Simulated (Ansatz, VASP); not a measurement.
**One calculation of C, two programs**

Contents of POSCAR:

```
C
1.0
    0.0000000000      1.7868172391      1.7868172391
    1.7801417077      0.0066755314      1.7801417077
    1.7801417077      1.7801417077      0.0066755314
C
2
Direct
    0.5000000000      0.5000000000      0.5000000000
    0.7500000000      0.7500000000      0.7500000000
```

INCAR.step1

```
PREC = Accurate
ENCUT = 520
ISMEAR = 0
SIGMA = 0.05
LREAL = F
LASPH = T
NELM = 100
NBANDS = 11
GGA = PE
ALGO = Normal
EDIFF = 1E-4
LWAVE = T
LCHARG = F
```

The input INCAR.step2:

```
PREC = Accurate
ENCUT = 520
EDIFF = 1E-7
ISMEAR = 0
SIGMA = 0.05
LREAL = F
LASPH = T
NELM = 100
ALGO = Normal
ISIF = 2
LWAVE = F
LCHARG = F
METAGGA = R2SCAN
LMIXTAU = T
NBANDS = 11
ISTART = 1
```

Contents of KPOINTS:

```
Automatic mesh
0
Gamma
  12 12 12
```

Input for Ansatz:

```yaml
crystal:
  lattice:
    - [0.0, 1.7868172391, 1.7868172391]
    - [1.7801417077, 0.0066755314, 1.7801417077]
    - [1.7801417077, 1.7801417077, 0.0066755314]
  atoms:
    - { symbol: C, position: [0.5, 0.5, 0.5] }
    - { symbol: C, position: [0.75, 0.75, 0.75] }
basis:
  ecutwfc: 500
kpoints:
  mp_grid: { grid: [12, 12, 12] }
hamiltonian:
  xc: r2scan
scf:
  occupations: { method: gaussian, width: 0.05 }
output:
  forces: true
  stress: true
  eigenvalues: true
```

Change from the starting cell: strain +0.0075 x Voigt [0, 0, 0, 1, 0, 0], atoms carried along.

Alike in both runs: task single point; functional r2SCAN; k mesh 12 × 12 × 12; occupations gaussian, width 0.05 eV; no spin polarisation.

|  | VASP | Ansatz |
| --- | --- | --- |
| version | VASP 6.6.1 | Ansatz 0.2.0 |
| potentials or method | VASP PAW PBE potentials, release 64 (C) | scalar-relativistic, plane waves, PAW |
| plane-wave cutoff (eV) | 520 | 500 |
| valence electrons in the cell | 8 | 8 |

```csv
,VASP,Ansatz,Ansatz less VASP
gap on the k mesh at the Fermi level (eV),4.35,4.38,+0.030
least direct gap on the mesh (eV),5.73,5.78,+0.045
pressure (GPa),1.1,0.0,-1.11
largest component of the traceless stress (GPa),4.45,4.41,-0.031
rms of the force components (eV/Å),0.011,0.010,-0.0016
```

Atom by atom the forces differ by 0.002 eV/Å (rms over components). The functional is the same, so the differences come from potentials, cutoffs and numerics.

Caveats: the PAW data sets were made with another functional, which shifts forces and pressure a little (VASP).
